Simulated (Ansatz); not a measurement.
A run of Ansatz 0.2.0 is set up as follows.

File input.yaml:

```yaml
crystal:
  lattice: { a: 3.138074, b: 3.138074, c: 3.138074, alpha: 90.0, beta: 90.0, gamma: 90.0 }
  space_group: 229
  reduce_to_primitive: true
  atoms:
    - { symbol: Zn, wyckoff: "2a", position: [0.0, 0.0, 0.0] }
hamiltonian:
  xc: pbe
  pseudopotentials: { kind: paw }
  dispersion: d4
kpoints:
  mp_grid: { grid: [12, 12, 12] }
scf:
  occupations: { method: fermi_dirac, width: 0.01 }
output:
  forces: true
  stress: true
  eigenvalues: true
  bader: true
  populations: intrinsic
```

Potentials or basis: Ansatz PAW.

Run with:

```bash
$ ansatz run input.yaml --threads 1 --pin off --max-ram 2560MiB --backend cpu --events-out ev --progress --plain --runs-dir out
```

**Question.** What does it give for the band gap on the k mesh?

**Answer.** None (metal or under the smearing width).

**Question.** Estimate the pressure.

**Answer.** -3.3 GPa.

Caveat: pairwise dispersion overbinds metals, which lowers pressure and volume.
